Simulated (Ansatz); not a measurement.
# Germanium, hcp under BLYP: structure, energy and stiffness

Aim: take germanium in the hcp structure, relax it, solve it on a dense k-mesh, then scale the cell to 7 volumes from 88 to 112 % of the relaxed one and try a fit of the equation of state. Spin polarisation is left out. The k-meshes are 12×12×7 for the relaxation; 19×19×11 for the dense run; 13×13×7 for the volumes.

This is Ge in the hcp structure; at room conditions it is diamond.

Program: Ansatz 0.2.0. Level of theory: DFT BLYP, plane waves (420 eV) with PAW, scalar-relativistic; PBE-made PAW files. These are calculated values, not measurements.

## (1) Starting point

It takes space group P6_3/mmc (No. 194, hexagonal). The conventional cell has a = 3.008 Å, b = 3.008 Å, c = 4.911 Å, α = 90.00°, β = 90.00°, γ = 120.00°. Ge (site symmetry -6m2) has 12 Ge at 3.01 Å as nearest neighbours.

Structure file:

```cif
data_structure
_symmetry_space_group_name_H-M 'P 1'
_symmetry_Int_Tables_number 1
_cell_length_a 3.0077
_cell_length_b 3.0077
_cell_length_c 4.9115
_cell_angle_alpha 90.000
_cell_angle_beta 90.000
_cell_angle_gamma 120.000
_cell_volume 38.48
loop_
_atom_site_label
_atom_site_type_symbol
_atom_site_fract_x
_atom_site_fract_y
_atom_site_fract_z
_atom_site_occupancy
Ge1 Ge 0.33333 0.66667 0.25000 1
Ge2 Ge 0.66667 0.33333 0.75000 1
```

## (2) Relaxing cell and atoms

input.yaml

```yaml
crystal:
  lattice:
    - [3.0076538696, 0.0, 0.0]
    - [-1.5038269348, 2.6047046568, 0.0]
    - [0.0, 0.0, 4.911498769]
  atoms:
    - { symbol: Ge, position: [0.3333333333, 0.6666666667, 0.25] }
    - { symbol: Ge, position: [0.6666666667, 0.3333333333, 0.75] }
hamiltonian:
  xc: blyp
  pseudopotentials:
    kind: paw
    azcp:
      Ge: "pseudopotentials/Ge.paw.azcp"
basis:
  ecutwfc: 420
  fft_grid_basis: typed
kpoints:
  mp_grid: { grid: [12, 12, 7], shift: [0, 0, 0] }
magnetization:
  spin_polarized: false
scf:
  occupations: { method: fermi_dirac, width: 0.1 }
relax:
  max_steps: 60
  f_tol: 0.01
  cell: {}
output:
  write_density: true
  write_potential: true
  elf: true
  volumetric_format: npy
```

The program printed, cut to the lines that bear on the results:

```text
Warning: RAYON_NUM_THREADS=2 ignored (pool sized by the plan → 2); use --threads N
[...]
Pseudopotentials: kind: paw
Pseudopotential: Ge, paw, valence charge 14, recommended cutoff 420 eV (normal), <dir>
Functional definition: BLYP
[...]
Crystal: 2 atoms, lattice volume = 38.477 Å³
Basis set: ecut = 420 eV, 713 PW (Γ), exchange–correlation on 48×48×72 points (8 copies of the dense FFT grid, shifted against one another)
Bands: 18, of which v1, the nominal top of the filled ones, is band 14 counted from 1 (13 counted from 0)
Symmetry: 24 space group operations
Space group: P63/mmc (ITA 194), of the structure as read, at distance tolerance 3.4e-5 Å
k-points: 76 of 1008
[...]
SCF iter   1: F=—  HF=-8609.327748 eV  |F-HF|=—  |Δ(HF+E_count)|=         —  Δρ=8.57e-3  dr2=2.30e-2  ethr=1.77e-3  ⟨swp⟩=4.9  Hψ=5587  notcnv=0
[...]
relax step   1: F+E_penalty+E_count = -8609.32125361 eV  Δ(F+E_penalty+E_count) = +0.000e0 eV  max|allowed force component| = 1.480e-16 eV/Å  Δτ_max = 0.0000 Å  P = +6.943 GPa  Ω = 38.477 Å³  (7 SCF iters, dr2 threshold 1.00e-7 eV, accepted)
[...]
relax step   3: F+E_penalty+E_count = -8609.42555348 eV  Δ(F+E_penalty+E_count) = -4.504e-3 eV  max|allowed force component| = 1.850e-16 eV/Å  Δτ_max = 0.0000 Å  P = -0.223 GPa  Ω = 43.312 Å³  energy of the carried Pulay correction = -1.070e-3 eV  (4 SCF iters, dr2 threshold 2.00e-7 eV, accepted)
[...]
SCF converged after 8 iterations
Free energy (F): -8609.428980 eV
[...]
E sigma→0 (E₀):  -8609.415122 eV
Entropy (-TS):   -0.027716 eV (-13.858 meV/atom)
Fermi energy:    9.648469 eV
[...]
--- Forces (eV/Å), atoms counted from 1 ---
  atom   1  Ge     0.00000000    -0.00000000     0.00000000
  atom   2  Ge    -0.00000000     0.00000000    -0.00000000
[...]
--- Stress (GPa, compression-positive) ---
        0.003631      -0.000000       0.000000
       -0.000000       0.003631      -0.000000
        0.000000      -0.000000       0.002294
  P = ⅓ Tr σ = 0.0032 GPa (0.032 kbar)
--- Band table (eV; the first three rows and the last of 76) ---
  k-point 0: bands = ["-15.1396", "-15.1396", "-15.1383", "-15.1345", "-15.1345", "-15.1321", "-15.1290", "-15.1290", "-15.0788", "-15.0788", "-2.4963", "2.3978", "5.1665", "14.7303", "14.7303", "16.5710", "16.5710", "17.9412"]
[...]
--- Relaxed structure (7 steps of the walk, 7 accepted, 2 SCFs on fresh bases) ---
  F+E_penalty+E_count = -8609.42898007 eV   max|allowed force component| = 5.551e-17 eV/Å   (the final SCF, on the basis selected at the relaxed cell)
  cell:  # Å, volume = 43.1285 Å³
    - [3.1814199281245568, 8.663033626696174e-33, -3.3151050682803237e-18]
    - [-1.5907099640622784, 2.755190477861929, 1.6575525341401626e-18]
    - [-5.413566576505848e-18, 2.4885972394117916e-49, 4.92030523236905]
  atoms:
    - { symbol: Ge, position: [0.33333333333333326, 0.6666666666666665, 0.25] }
    - { symbol: Ge, position: [0.6666666666666666, 0.33333333333333326, 0.75] }
```

It took 12 s on 2 threads of Arm Neoverse V2, shared host; peak memory 0.35 GiB.

Step by step:

| step | energy change (meV/atom) | largest force (eV/Å) | pressure (GPa) | volume (Å³/atom) |
| --- | --- | --- | --- | --- |
| 1 | 0.00 | 0.0000 | 6.94 | 19.238 |
| 2 | -49.90 | 0.0000 | -0.41 | 21.774 |
| 3 | -52.15 | 0.0000 | -0.22 | 21.656 |
| 4 | -52.74 | 0.0000 | 0.15 | 21.478 |
| 5 | -53.14 | 0.0000 | 0.01 | 21.538 |
| 6 | -53.15 | 0.0000 | 0.00 | 21.542 |
| 7 | -53.86 | 0.0000 | 0.05 | 21.542 |
| 8 | -53.86 | 0.0000 | 0.00 | 21.564 |
| 9 | -53.86 | 0.0000 | 0.00 | 21.564 |

Steps that repeat a cell are solved on a basis chosen anew, so their changes of energy are no gain of the relaxation.

Changes in the cell that was computed:

|  | before | after | change |
| --- | --- | --- | --- |
| a (Å) | 3.008 | 3.181 | +5.8 % |
| b (Å) | 3.008 | 3.181 | +5.8 % |
| c (Å) | 4.911 | 4.920 | +0.2 % |
| volume (Å³/atom) | 19.238 | 21.564 | +12.1 % |
| shortest distance (Å) | 3.008 | 3.070 | +2.1 % |
| space group (spins left aside) | P6_3/mmc | P6_3/mmc | same |

## (3) Dense single point

input.yaml

```yaml
crystal:
  lattice:
    - [3.1814199281, 0.0, 0.0]
    - [-1.5907099641, 2.7551904779, 0.0]
    - [0.0, 0.0, 4.9203052324]
  atoms:
    - { symbol: Ge, position: [0.3333333333, 0.6666666667, 0.25] }
    - { symbol: Ge, position: [0.6666666667, 0.3333333333, 0.75] }
hamiltonian:
  xc: blyp
  pseudopotentials:
    kind: paw
    azcp:
      Ge: "pseudopotentials/Ge.paw.azcp"
basis:
  ecutwfc: 420
  fft_grid_basis: typed
kpoints:
  mp_grid: { grid: [19, 19, 11], shift: [0, 0, 0] }
magnetization:
  spin_polarized: false
scf:
  occupations: { method: fermi_dirac, width: 0.1 }
```

The program printed, cut to the lines that bear on the results:

```text
Warning: RAYON_NUM_THREADS=2 ignored (pool sized by the plan → 2); use --threads N
[...]
[... 3 set-up lines as earlier in the session ...]
[...]
Crystal: 2 atoms, lattice volume = 43.129 Å³
Basis set: ecut = 420 eV, 857 PW (Γ), exchange–correlation on 48×48×72 points (8 copies of the dense FFT grid, shifted against one another)
Bands: 18, of which v1, the nominal top of the filled ones, is band 14 counted from 1 (13 counted from 0)
[... 1 set-up line as earlier in the session ...]
Space group: P63/mmc (ITA 194), of the structure as read, at distance tolerance 3.5e-5 Å
k-points: 240 of 3971
[...]
SCF iter   1: F=—  HF=-8609.424456 eV  |F-HF|=—  |Δ(HF+E_count)|=         —  Δρ=7.85e-3  dr2=2.42e-2  ethr=1.77e-3  ⟨swp⟩=4.8  Hψ=17555  notcnv=0
[...]
SCF iter   6: F=-8609.417048 eV  HF=-8609.417048 eV  |F-HF|=2.50e-8  |Δ(HF+E_count)|=   1.24e-5  Δρ=5.42e-6  dr2=1.08e-8  ethr=3.57e-10  ⟨swp⟩=1.0  Hψ=12946  notcnv=0
[...]
SCF converged after 6 iterations
Free energy (F): -8609.417048 eV
[...]
E sigma→0 (E₀):  -8609.399803 eV
Entropy (-TS):   -0.034489 eV (-17.245 meV/atom)
Fermi energy:    9.630341 eV
[...]
```

Run time: 3 s. Hardware: 2 threads of Arm Neoverse V2, shared host; peak memory 0.4 GiB.

## (4) The cell scaled to 88 % of its volume

input.yaml

```yaml
crystal:
  lattice:
    - [3.0487037235, 0.0, 0.0]
    - [-1.5243518617, 2.6402548731, 0.0]
    - [0.0, 0.0, 4.7150496386]
  atoms:
    - { symbol: Ge, position: [0.3333333333, 0.6666666667, 0.25] }
    - { symbol: Ge, position: [0.6666666667, 0.3333333333, 0.75] }
hamiltonian:
  xc: blyp
  pseudopotentials:
    kind: paw
    azcp:
      Ge: "pseudopotentials/Ge.paw.azcp"
basis:
  ecutwfc: 420
  fft_grid_basis: typed
kpoints:
  mp_grid: { grid: [13, 13, 7], shift: [0, 0, 0] }
magnetization:
  spin_polarized: false
scf:
  occupations: { method: fermi_dirac, width: 0.1 }
  lower_state_search: "off"
output:
  stress: true
  write_density: true
  write_potential: true
  elf: true
  volumetric_format: npy
```

The program printed, cut to the lines that bear on the results:

```text
Warning: RAYON_NUM_THREADS=2 ignored (pool sized by the plan → 2); use --threads N
[...]
[... 3 set-up lines as earlier in the session ...]
[...]
Crystal: 2 atoms, lattice volume = 37.953 Å³
Basis set: ecut = 420 eV, 747 PW (Γ), exchange–correlation on 48×48×64 points (8 copies of the dense FFT grid, shifted against one another)
Bands: 18, of which v1, the nominal top of the filled ones, is band 14 counted from 1 (13 counted from 0)
[... 2 set-up lines as earlier in the session ...]
k-points: 84 of 1183
[...]
SCF iter   1: F=—  HF=-8609.310834 eV  |F-HF|=—  |Δ(HF+E_count)|=         —  Δρ=8.60e-3  dr2=2.26e-2  ethr=1.77e-3  ⟨swp⟩=4.9  Hψ=6164  notcnv=0
[...]
SCF iter   6: F=-8609.304370 eV  HF=-8609.304370 eV  |F-HF|=4.36e-8  |Δ(HF+E_count)|=   5.82e-7  Δρ=1.69e-5  dr2=6.91e-8  ethr=3.57e-10  ⟨swp⟩=5.5  Hψ=8659  notcnv=0
[...]
SCF converged after 6 iterations
Free energy (F): -8609.304370 eV
[...]
E sigma→0 (E₀):  -8609.289285 eV
Entropy (-TS):   -0.030170 eV (-15.085 meV/atom)
Fermi energy:    11.462230 eV
[...]
--- Stress (GPa, compression-positive) ---
        7.620430       0.000000       0.000000
        0.000000       7.620430       0.000000
        0.000000       0.000000       8.873682
  P = ⅓ Tr σ = 8.0382 GPa (80.382 kbar)
--- Band table (eV; the first three rows and the last of 84) ---
  k-point 0: bands = ["-13.3680", "-13.3594", "-13.3594", "-13.3539", "-13.3511", "-13.3511", "-13.3470", "-13.3470", "-13.2735", "-13.2735", "-1.6660", "4.1003", "6.2895", "17.2777", "17.2777", "19.3795", "19.3795", "21.1057"]
[...]
```

Wall time 1.8 s (2 threads of Arm Neoverse V2, shared host); peak memory 0.33 GiB.

Density in a lattice plane of the grid's cell (edges 3.05 and 4.72 Å, at 0.333 of the third edge), which holds Ge.

Ten even steps from ' ' (0.12 e/Å³) to '@' (48.92 e/Å³):
```
                                
                                
                    ....        
                  ::==++::      
                  --%%@@++..    
                  ::==++::      
                    ....        
                                
                                
                                
                                
                                
                                
                                
                                
                                
                                
                                
                                
                                
```
Columns run along the first of these edges and rows up along the second, over one cell in 16 and 20 even steps from the bottom left corner. Atoms in the plane (fractional): Ge at (0.67, 0.75).

ELF in the same plane.

Values, 12 rows by 8 columns:
```
0.39 0.22 0.27 0.43 0.44 0.42 0.43 0.44
0.43 0.30 0.36 0.43 0.31 0.08 0.12 0.40
0.43 0.34 0.40 0.44 0.18 0.10 0.00 0.29
0.43 0.30 0.36 0.43 0.31 0.08 0.12 0.40
0.39 0.22 0.27 0.43 0.44 0.42 0.43 0.44
0.28 0.27 0.27 0.31 0.40 0.44 0.43 0.37
0.39 0.42 0.42 0.36 0.27 0.24 0.24 0.29
0.43 0.44 0.44 0.42 0.31 0.19 0.21 0.37
0.43 0.43 0.43 0.43 0.33 0.20 0.22 0.39
0.43 0.44 0.44 0.42 0.31 0.19 0.21 0.37
0.39 0.42 0.42 0.36 0.27 0.24 0.24 0.29
0.28 0.27 0.27 0.31 0.40 0.44 0.43 0.37
```
Columns run along the first of these edges and rows up along the second, over one cell in 8 and 12 even steps from the bottom left corner. Atoms in the plane (fractional): Ge at (0.67, 0.75).

Both are smooth fields of the valence electrons: close to the nuclei they are not physical.

[end of part 1 of 2]
